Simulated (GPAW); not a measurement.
V:

```
CELL_PARAMETERS angstrom
-1.51435 1.51435 1.51435
1.51435 -1.51435 1.51435
1.51435 1.51435 -1.51435
ATOMIC_POSITIONS crystal
V 0.00000 0.00000 0.00000
```

* Program: GPAW 26.7.0
* Task: relaxation of cell and atoms
* Functional: PBEsol
* Dispersion: D3(BJ)
* Potentials or basis: PAW data sets generated in the run's folder for this functional
* Cutoff: 600 eV
* Basis: pw
* k mesh: 12 × 12 × 12
* Occupations: fermi-dirac, width 0.05 eV
* Spin: collinear spin, ferromagnetic start
* Starting moments: [2.0] μB

At the start: pressure -18.1 GPa; volume 13.89 Å³/atom.

How do energy, volume and symmetry change on relaxing?

Over 4 steps the energy falls by 86.6 meV/atom and the volume is 12.48 Å³/atom (-10.1 %); space group Im-3m (No. 229, to 0.05 Å); moment 0.00 μB per cell.

Step by step:
| step | energy change (eV) | largest force (eV/Å) | pressure (GPa) | volume (Å³) |
| --- | --- | --- | --- | --- |
| 1 | 0.0000 | 0.0000 | -18.14 | 13.89 |
| 2 | -0.0741 | 0.0000 | -7.53 | 12.99 |
| 3 | -0.0866 | 0.0000 | 0.65 | 12.44 |
| 4 | -0.0866 | 0.0000 | -0.02 | 12.48 |

Final structure:
```
V
1.0
    -1.46136    1.46136    1.46136
     1.46136   -1.46136    1.46136
     1.46136    1.46136   -1.46136
V
1
Cartesian
  0.0000 0.0000 0.0000
```

Caveat: each step starts from the last one's moments, so a moment once lost doesn't come back; later steps reuse the first step's grids; the volume moved by -10 % from the deposited cell, more than functionals usually miss; pairwise dispersion overbinds metals, which lowers pressure and volume.
